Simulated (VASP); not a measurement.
A run of VASP 6.6.1 is set up as follows.

INCAR

```
ALGO     = Normal         # electronic algorithm
EDIFF    = 1E-6           # SCF threshold, eV
EDIFFG   = -0.04          # ionic threshold
ENCUT    = 600            # plane-wave cutoff, eV
GGA      = PE             # functional
IBRION   = 2              # ionic algorithm
ISIF     = 3              # what is computed and relaxed
ISMEAR   = 0              # smearing method
LASPH    = T              # aspherical terms in the spheres
LCHARG   = F              # write CHGCAR
LREAL    = F              # projectors in reciprocal space
LWAVE    = F              # write WAVECAR
NELM     = 100            # most SCF steps
NSW      = 90             # ionic steps
PREC     = Accurate       # precision mode
SIGMA    = 0.1            # smearing width, eV
```

File KPOINTS:

```
k-points
0
Gamma
  6 6 4
```

Contents of POSCAR:

```
Li
1.0
    2.9953502277     -1.9009912883      0.0000000000
    2.9953502277      1.9009912883      0.0000000000
   -2.1787278341      0.0000000000      4.1556700721
Li
2
Direct
    0.0640000000      0.0640000000      0.1530000000
    0.9360000000      0.9360000000      0.8470000000
```

Potentials or basis: VASP PAW PBE potentials, release 64 (Li_sv).

The run is started by

```sh
$ cat potpaw_PBE.64/Li_sv/POTCAR > POTCAR
$ mpirun -np 1 vasp_std > vasp.out
```

(1) What does it give for the relaxed cell?

(2) Estimate the band gap on the k mesh.

(3) Predict the space group after relaxing (to 0.05 Å).

Results:

(1) a = 3.035 Å, b = 3.035 Å, c = 4.751 Å, α = 93.31°, β = 93.31°, γ = 63.27°.

(2) none (metal or under the smearing width).

(3) C2/m (No. 12).

Caveat: the k mesh is coarse (spacing up to 0.38 Å⁻¹), so the values aren't converged.
